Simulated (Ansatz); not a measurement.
# TiSi2: stress in a strained cell, part 2 of 2

TiSi2 is deformed so: equal xy, yz and zx engineering shear strains of +3 %. What stress and forces result, by LAPW, PAW and all-electron datasets made for the crystal?

Ansatz 0.2.0; DFT PBE; a database cell (COD). «Crystal datasets» are all-electron PAW datasets made for this crystal. The steps go on from the part before.

## 5. Datasets made for this crystal

Input file input.yaml:

```yaml
crystal:
  lattice:
    - [0.1256925, 4.1819225, 4.32327]
    - [2.4504225, 0.09972, 4.2972975]
    - [2.44827, 4.1537975, 0.0975675]
  atoms:
    - { symbol: Ti, position: [0.75, 0.75, 0.75] }
    - { symbol: Ti, position: [0.5, 0.5, 0.5] }
    - { symbol: Si, position: [0.083, 0.417, 0.083] }
    - { symbol: Si, position: [0.417, 0.083, 0.417] }
    - { symbol: Si, position: [0.167, 0.833, 0.167] }
    - { symbol: Si, position: [0.833, 0.167, 0.833] }
kpoints:
  mp_grid: { grid: [8, 8, 8] }
scf:
  occupations: { method: fermi_dirac, width: 0.08 }
hamiltonian:
  xc: pbe
  pseudopotentials: { kind: all_electron, datasets: crystal }
output:
  forces: true
  stress: true
  eigenvalues: true
  efg: { contact_densities: true }
```

Run with:

```sh
$ ansatz run input.yaml --threads 2 --pin off --max-ram 6144MiB --backend cpu --events-out ev --progress --plain --runs-dir out
```

Standard output:

```text
hamiltonian.pseudopotentials.datasets: crystal makes datasets for this crystal and solves the spheres of its atoms anew in each pass: cutoff 260.0 eV, the density's 1040.0 eV; for an error of 0.50 meV an atom under PBE, 3.0 meV for the cell; an energy difference from a run of another recipe may be off by several times the error for the cell, under r2SCAN by more, where some 0.1 meV an atom stays at smaller errors; Si in spheres of 1.122 Å, 4 of its electrons in bands, 8 on its site; Ti in spheres of 1.376 Å, 4 of its electrons in bands, 8 on its site; only band paths and densities of states list, in semicore columns, the levels of the semicore shells that are solved separately: 2s of Si, 2p of Si, 3s of Ti, 3p of Ti
Engine: ansatz 0.2.0
Pseudopotentials: kind: all_electron
Pseudopotential: Ti, paw, valence charge 12, recommended cutoff 260 eV (normal), Koelling and Harmon's equation, gaussian nucleus
Pseudopotential: Si, paw, valence charge 12, recommended cutoff 260 eV (normal), Koelling and Harmon's equation, gaussian nucleus
Functional definition: PBE
  parameter kappa = 0.804
  parameter beta = 0.06672455060314922
  exchange = pbe_x(kappa = kappa, mu = beta*pi^2/3)
  correlation = pbe_c(beta = beta)
Crystal: 6 atoms, lattice volume = 83.705 Å³
Basis set: ecut = 260 eV, 803 PW (Γ), exchange–correlation on 64×54×54 points (8 copies of the dense FFT grid, shifted against one another)
Bands: 18, of which v1, the nominal top of the filled ones, is band 12 counted from 1 (11 counted from 0)
Symmetry: 2 space group operations
Space group: P-1 (ITA 2), of the structure as read, at distance tolerance 4.4e-5 Å
k-points: 260 of 512
Non-local potential: Ti, projectors of the file, l = 0: 1, l = 1: 1, l = 2: 2
Non-local potential: Si, projectors of the file, l = 0: 1, l = 1: 1
PAW form: soft (Blöchl's): semilocal exchange-correlation on the pseudo side does not see the compensation charge
PAW one-centre angular grid: Ti, 590 points (default); XC on its mesh's 1951 points in the sphere
PAW one-centre angular grid: Si, 110 points (default); XC on its mesh's 1933 points in the sphere
Initial density: superposition of atomic densities (neutral atoms: chi_scale 0, normalization atom)
Initial wavefunctions: pseudopotential atomic-orbital guess
Functional: x = pbe(κ = 0.804, μ = 0.2195149727645171), c = pbe(β = 0.06672455060314922)
iter 1 solved again at ethr=4.99e-3 eV; its pass at ethr=1.00e-1 eV (dr2=1.20e0 eV) is discarded
SCF iter   1: F=—  HF=-78039.377577 eV  |F-HF|=—  |Δ(HF+E_count)|=         —  Δρ=3.82e-2  dr2=1.18e0  ethr=4.99e-3  ⟨swp⟩=3.7  Hψ=31856  notcnv=0
preconditioner: auto → Kerker (q_TF=auto, 2.215 Å⁻¹)  [metal: Δε(μ)=0.004 eV  Ē_g=6.535 eV  σ=0.080 eV  W_gap=0.01  n_scr=16 (ndim 8)  ℏωp=19.9 eV  f_vac=0.000  D(μ)=1.97/eV (n_scr^D=12)]
SCF iter   2: F=—  HF=-78039.154461 eV  |F-HF|=—  |Δ(HF+E_count)|=   2.23e-1  Δρ=2.12e-2  dr2=4.50e-1  ethr=4.91e-3  ⟨swp⟩=2.0  Hψ=9373  notcnv=0  defer=1
iter 3 solved again at ethr=1.77e-4 eV; its pass at ethr=1.87e-3 eV (dr2=4.24e-2 eV) is discarded
SCF iter   3: F=—  HF=-78039.012061 eV  |F-HF|=—  |Δ(HF+E_count)|=   1.42e-1  Δρ=7.18e-3  dr2=3.98e-2  ethr=1.77e-4  ⟨swp⟩=3.9  Hψ=22677  notcnv=0  defer=64
SCF iter   4: F=—  HF=-78039.003576 eV  |F-HF|=—  |Δ(HF+E_count)|=   8.49e-3  Δρ=2.48e-3  dr2=4.69e-3  ethr=1.66e-4  ⟨swp⟩=3.0  Hψ=10085  notcnv=0  defer=14
SCF iter   5: F=—  HF=-78039.003432 eV  |F-HF|=—  |Δ(HF+E_count)|=   1.44e-4  Δρ=1.48e-3  dr2=3.09e-3  ethr=1.95e-5  ⟨swp⟩=3.9  Hψ=10405  notcnv=0  defer=6
SCF iter   6: F=—  HF=-78039.002883 eV  |F-HF|=—  |Δ(HF+E_count)|=   5.49e-4  Δρ=1.42e-4  dr2=1.70e-5  ethr=1.29e-5  ⟨swp⟩=3.4  Hψ=9400  notcnv=0  defer=3
SCF iter   7: F=—  HF=-78039.002913 eV  |F-HF|=—  |Δ(HF+E_count)|=   2.99e-5  Δρ=1.31e-4  dr2=2.86e-5  ethr=7.10e-8  ⟨swp⟩=4.5  Hψ=16519  notcnv=0  defer=1
SCF iter   8: F=—  HF=-78039.002908 eV  |F-HF|=—  |Δ(HF+E_count)|=   5.34e-6  Δρ=2.39e-5  dr2=6.18e-7  ethr=7.10e-8  ⟨swp⟩=4.0  Hψ=10909  notcnv=0  defer=2
SCF iter   9: F=-78039.002908 eV  HF=-78039.002908 eV  |F-HF|=1.20e-8  |Δ(HF+E_count)|=   1.45e-7  Δρ=4.37e-6  dr2=1.76e-8  ethr=2.58e-9  ⟨swp⟩=3.0  Hψ=10392  notcnv=0  defer=2
SCF 1 converged in 9 iterations: F = -78039.002908 eV  dr2 = 1.76e-8
  Residual-converged pass: ⟨swp⟩=5.0  Hψ=15335  notcnv=0  max |occ|·‖R‖ = 6.6e-6 eV (tolerance 6.7e-6 eV)  dr2=1.35e-8  dr2_onsite=1.04e-8  max |Δocc| = 7.4e-9
SCF converged after 9 iterations
Free energy (F): -78039.002908 eV
Harris-Foulkes:  -78039.002908 eV  (|F-HF|=1.20e-8)
Internal energy: -78038.958653 eV  (E = F + TS)
E sigma→0 (E₀):  -78038.980780 eV
Entropy (-TS):   -0.044255 eV (-7.376 meV/atom)
Past the cutoff: the bands carry plane waves up to 1.75 times it, of which those up to 1.5 times it add -0.000180 eV an atom, each by itself; the spheres take 0.000065 eV an atom off the energy for waves past 1.75 times it
By the cutoff:   a pressure is off by up to 0.006 GPa (1.2 times the spheres' own share and the shells' term, over an atom's volume, and 0.004 GPa: a bound that held against runs at twice the plane waves)
Past the cutoffs: a stress includes 0.0023 GPa for waves and charges beyond them, in addition to the slope of what the spheres take
In the spheres:  the bands' charges fall short by 1.6e-7 e at most (sound up to 1e-3), those of shells solved beside the bands by 3.8e-6 e (sound up to 5e-4)
Fermi energy:    14.046920 eV
--- Per-component energies (eV) ---
  The terms above E_closure are by the made datasets' own strengths, without shells solved beside the bands.
--- Forces (eV/Å), atoms counted from 1 ---
  atom   1  Ti     0.18664212     0.19085983     0.14184849
  atom   2  Ti    -0.18664212    -0.19085983    -0.14184849
  atom   3  Si     0.07202728     0.29402506    -0.04098990
  atom   4  Si     0.09483092    -0.10719879     0.10742704
  atom   5  Si    -0.07202728    -0.29402506     0.04098990
  atom   6  Si    -0.09483092     0.10719879    -0.10742704
  max |Σ_I F_I| component: 0.00e0 eV/Å
--- Stress (GPa, compression-positive) ---
        3.452217      -3.883931      -4.654262
       -3.883931       2.050028      -2.800070
       -4.654262      -2.800070       2.671081
  P = ⅓ Tr σ = 2.7244 GPa (27.244 kbar)
  It holds what live shells' own plane waves past their cutoff add
--- PAW observables at the nuclei: V_zz in 10²¹ V/m², potentials from the cell's mean, atoms counted from 1 ---
  atom   1  Ti V_zz =    +1.821708   η = 0.6231   by run symmetry: allowed
            electrostatic potential = -2531.840693 V   contact ρ = 56829.710308 e/Å³
  atom   2  Ti V_zz =    +1.821708   η = 0.6231   by run symmetry: allowed
            electrostatic potential = -2531.840693 V   contact ρ = 56829.710308 e/Å³
  atom   3  Si V_zz =    -3.846923   η = 0.3512   by run symmetry: allowed
            electrostatic potential = -1364.557658 V   contact ρ = 12821.938735 e/Å³
  atom   4  Si V_zz =    -3.013119   η = 0.2237   by run symmetry: allowed
            electrostatic potential = -1364.499773 V   contact ρ = 12821.730631 e/Å³
  atom   5  Si V_zz =    -3.846923   η = 0.3512   by run symmetry: allowed
            electrostatic potential = -1364.557658 V   contact ρ = 12821.938735 e/Å³
  atom   6  Si V_zz =    -3.013119   η = 0.2237   by run symmetry: allowed
            electrostatic potential = -1364.499773 V   contact ρ = 12821.730631 e/Å³
--- Band table (eV; the first three rows and the last of 260) ---
  k-point 0: bands = ["1.4401", "7.1782", "8.2942", "8.6939", "9.1951", "10.0974", "10.3308", "11.3468", "11.7412", "12.1631", "12.3462", "12.5703", "13.1118", "16.0518", "17.1397", "17.2460"]
  k-point 1: bands = ["1.6077", "6.9795", "7.6952", "8.3987", "9.4818", "10.3781", "10.4841", "11.3692", "11.6677", "12.0553", "12.6287", "12.8864", "13.0759", "15.8492", "17.0012", "17.1454"]
  k-point 2: bands = ["2.0957", "6.4721", "6.6951", "8.1473", "9.3180", "10.2527", "11.0446", "11.2298", "12.2632", "12.5871", "12.8697", "13.0225", "13.6426", "15.3756", "16.6981", "16.7432"]
  k-point 259: bands = ["3.2865", "4.4976", "6.4507", "8.3242", "9.1205", "9.5040", "11.4809", "11.5587", "11.9404", "12.8615", "14.0622", "14.1318", "14.9171", "15.2836", "15.9155", "16.0547"]
```

Run time: 41 s. Hardware: 2 threads of Intel Xeon Platinum 8488C (Sapphire Rapids), shared host; peak memory 1.5 GiB.

This run gives: pressure 2.72 GPa; no gap; largest force 0.305 eV/Å; Vzz Ti1 1.82 (η = 0.62), Si3 -3.85 (η = 0.35), Si4 -3.01 (η = 0.22) (10²¹ V/m²).

## 6. Side by side

Stress (GPa, compression positive):

```csv
method,xx,yy,zz,yz,xz,xy
LAPW,3.45,2.05,2.67,-2.80,-4.65,-3.88
PAW,3.45,2.06,2.67,-2.80,-4.65,-3.88
crystal datasets,3.45,2.05,2.67,-2.80,-4.65,-3.88
```

Forces (eV/Å):

```csv
atom,LAPW x,LAPW y,LAPW z,PAW x,PAW y,PAW z,crystal datasets x,crystal datasets y,crystal datasets z
Ti1,0.187,0.191,0.142,0.186,0.190,0.141,0.187,0.191,0.142
Ti2,-0.187,-0.191,-0.142,-0.186,-0.190,-0.141,-0.187,-0.191,-0.142
Si3,0.072,0.294,-0.041,0.072,0.294,-0.041,0.072,0.294,-0.041
Si4,0.095,-0.107,0.107,0.095,-0.107,0.107,0.095,-0.107,0.107
Si5,-0.072,-0.294,0.041,-0.072,-0.294,0.041,-0.072,-0.294,0.041
Si6,-0.095,0.107,-0.107,-0.095,0.107,-0.107,-0.095,0.107,-0.107
```

| method | pressure (GPa) | largest force (eV/Å) | Vzz Ti1 (10²¹ V/m²) | Vzz Si3 (10²¹ V/m²) | Vzz Si4 (10²¹ V/m²) | SCF cycles, all passes |
| --- | --- | --- | --- | --- | --- | --- |
| LAPW | 2.72 | 0.305 | – | – | – | 9 |
| PAW | 2.73 | 0.306 | 1.85 | -3.86 | -3.02 | 6 |
| crystal datasets | 2.72 | 0.305 | 1.82 | -3.85 | -3.01 | 9 |

## 7. Summary of results

This closing draws on all 2 parts.

| quantity | value |
| --- | --- |
| pressure | LAPW 2.72, PAW 2.73, crystal datasets 2.72 GPa |
| largest shear or deviatoric stress (LAPW) | 4.65 GPa |

The largest part of the stress beyond the pressure is 4.65 GPa in size, in the xz component; the atoms are carried along and not relaxed. No run of the undeformed cell stands beside it, so the pressure holds what the given cell had before the change. PAW: stress within 0.01 GPa of LAPW, forces within 1 meV/Å. Crystal datasets: stress within 0.01 GPa of LAPW, forces within 1 meV/Å.
